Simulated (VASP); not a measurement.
Method: PBE GGA with D4 dispersion, VASP's PBE PAW potentials (set 64) (plane waves; VASP).

VASP input:

### POSCAR
```
CsBr
4.2837490
  1.0000000433   0.0000000000   0.0000000000
  0.0000000000   1.0000000433   0.0000000000
  0.0000000000   0.0000000000   1.0000000433
Cs Br
1 1
Cart
  0.0000000000   0.0000000000   0.0000000000
  0.5000000216   0.5000000216   0.5000000216
```

File KPOINTS:
```
Automatic mesh
0
Gamma
6 6 6
0 0 0
```

**INCAR**
```
ALGO = Normal
EDIFF = 1E-7
ENCUT = 520
GGA = PE
ISIF = 2
ISMEAR = 0
IVDW = 13
LASPH = .TRUE.
LCHARG = .FALSE.
LMAXMIX = 4
LREAL = .FALSE.
LWAVE = .FALSE.
NELM = 100
PREC = Accurate
SIGMA = 0.05
SYSTEM = CsBr
```

POTCAR, in this order: Cs_sv Br (PBE.64 set). Program: vasp_std.

Output of the run:

**OUTCAR**
```
 ion  position               nearest neighbor table
   1  0.000  0.000  0.000-
   2  0.500  0.500  0.500-
  LATTYP: Found a simple cubic cell.
 ALAT       =     4.2837491853
 Subroutine PRICEL returns:
 Original cell was already a primitive cell.
 Subroutine GETGRP returns: Found 48 space group operations
The static configuration has the point symmetry O_h .
The dynamic configuration has the point symmetry O_h .
 Subroutine INISYM returns: Found 48 space group operations
 Subroutine IBZKPT returns following result:
 Found     20 irreducible k-points:

 Following reciprocal coordinates:
            Coordinates               Weight
  0.000000  0.000000  0.000000      1.000000
  0.166667  0.000000  0.000000      6.000000
  0.333333  0.000000  0.000000      6.000000
  0.500000  0.000000  0.000000      3.000000
  0.166667  0.166667  0.000000     12.000000
  0.333333  0.166667  0.000000     24.000000
  0.500000  0.166667  0.000000     12.000000
  0.333333  0.333333  0.000000     12.000000
  0.500000  0.333333  0.000000     12.000000
  0.500000  0.500000  0.000000      3.000000
  0.166667  0.166667  0.166667      8.000000
  0.333333  0.166667  0.166667     24.000000
  0.500000  0.166667  0.166667     12.000000
  0.333333  0.333333  0.166667     24.000000
  0.500000  0.333333  0.166667     24.000000
  0.500000  0.500000  0.166667      6.000000
  0.333333  0.333333  0.333333      8.000000
  0.500000  0.333333  0.333333     12.000000
  0.500000  0.500000  0.333333      6.000000
  0.500000  0.500000  0.500000      1.000000
   k-points           NKPTS =     20   k-points in BZ     NKDIM =     20   number of bands    NBANDS=     12
   number of dos      NEDOS =    301   number of ions     NIONS =      2
   total plane-waves  NPLWV =  32768
   dimension x,y,z NGX =    32 NGY =   32 NGZ =   32
...
```

File OSZICAR:
```
       N       E                     dE             d eps       ncg     rms          rms(c)
DAV:   1     0.100701593943E+03    0.10070E+03   -0.67419E+03   480   0.113E+03
DAV:   2     0.109000324258E+01   -0.99612E+02   -0.93444E+02   744   0.189E+02
DAV:   3    -0.619498652026E+01   -0.72850E+01   -0.72657E+01   600   0.578E+01
DAV:   4    -0.626547776640E+01   -0.70491E-01   -0.70474E-01   552   0.675E+00
DAV:   5    -0.626604822456E+01   -0.57046E-03   -0.57038E-03   600   0.593E-01    0.180E+00
DAV:   6    -0.603746875939E+01    0.22858E+00   -0.35030E-01   532   0.308E+00    0.110E+00
DAV:   7    -0.600052082549E+01    0.36948E-01   -0.17900E-01   596   0.223E+00    0.582E-01
DAV:   8    -0.600321453918E+01   -0.26937E-02   -0.10986E-02   544   0.764E-01    0.903E-02
DAV:   9    -0.600357455605E+01   -0.36002E-03   -0.18912E-03   572   0.281E-01    0.751E-02
DAV:  10    -0.600363877540E+01   -0.64219E-04   -0.12584E-04   552   0.953E-02    0.133E-02
DAV:  11    -0.600364492653E+01   -0.61511E-05   -0.30505E-05   568   0.373E-02    0.432E-03
DAV:  12    -0.600364481524E+01    0.11129E-06   -0.51439E-06   560   0.153E-02    0.944E-04
DAV:  13    -0.600364486224E+01   -0.47005E-07   -0.12154E-07   432   0.298E-03
   1 F= -.63341114E+01 E0= -.63341114E+01  d E =-.403235E-13
```

OUTCAR:
```
------------------------ aborting loop because EDIFF is reached ----------------------------------------
  Edisp (eV):   -0.33047
  FORCE on cell =-STRESS in cart. coord.  units (eV):
  Direction    XX          YY          ZZ          XY          YZ          ZX
  --------------------------------------------------------------------------------------
  Total       0.23251     0.23251     0.23251     0.00000    -0.00000     0.00000
  in kB       4.73900     4.73900     4.73900     0.00000    -0.00000     0.00000
  external pressure =        4.74 kB  Pullay stress =        0.00 kB
  volume of cell :       78.61
      direct lattice vectors                 reciprocal lattice vectors
     4.283749185  0.000000000  0.000000000     0.233440371  0.000000000  0.000000000
     0.000000000  4.283749185  0.000000000     0.000000000  0.233440371  0.000000000
     0.000000000  0.000000000  4.283749185     0.000000000  0.000000000  0.233440371
 POSITION                                       TOTAL-FORCE (eV/Angst)
 -----------------------------------------------------------------------------------
      0.00000      0.00000      0.00000         0.000000      0.000000      0.000000
      2.14187      2.14187      2.14187         0.000000      0.000000      0.000000
 -----------------------------------------------------------------------------------
    total drift:                                0.000000      0.000000     -0.000000
  FREE ENERGIE OF THE ION-ELECTRON SYSTEM (eV)
  ---------------------------------------------------
  free  energy   TOTEN  =        -6.3341113629 eV

  energy  without entropy=       -6.3341113629  energy(sigma->0) =       -6.33411136
```
(Selected blocks of OUTCAR.)

The compound is CsBr in the CsCl type structure. This cell is one point of a volume scan, at 0.97 of the reference volume.
